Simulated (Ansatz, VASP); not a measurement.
# One calculation of TiTe2, two programs

```
Ti Te
1.0
     3.79983    0.00000    0.00000
    -1.89992    3.29075    0.00000
     0.00000    0.00000    6.42014
Ti Te
1 2
Direct
  0.00000 0.00000 0.00000
  0.33333 0.66667 0.26439
  0.66667 0.33333 0.73561
```

Alike in both runs: functional BLYP; dispersion D3(BJ); k mesh 8 × 8 × 4; occupations gaussian, width 0.05 eV; no spin polarisation.

Ansatz relaxed the structure, and its values are those at the end. VASP's run is a single point on that final structure, the one shown.

|  | VASP | Ansatz |
| --- | --- | --- |
| version | VASP 6.6.1 | Ansatz 0.2.0 |
| potentials or method | VASP PAW PBE potentials, release 64 (Ti_sv, Te) | scalar-relativistic, plane waves, PAW |
| plane-wave cutoff (eV) | 520 | 420 |
| valence electrons in the cell | 24 | 44 |

```csv
,VASP,Ansatz,Ansatz less VASP
gap on the k mesh at the Fermi level (eV),none,none,-
pressure (GPa),-1.8,-2.0,-0.20
rms of the force components (eV/Å),0.018,0.001,-0.0175
dispersion energy (meV/atom),-1156.6,-1156.7,-0.13
```

A gap of «none» marks a metal or a gap that the smearing closes. The two sets of potentials don't hold the same shells in valence.

Caveats: the PAW data sets were made with another functional, which shifts forces and pressure a little (VASP). The runs have no spin-orbit coupling, so splittings on Te are missing.
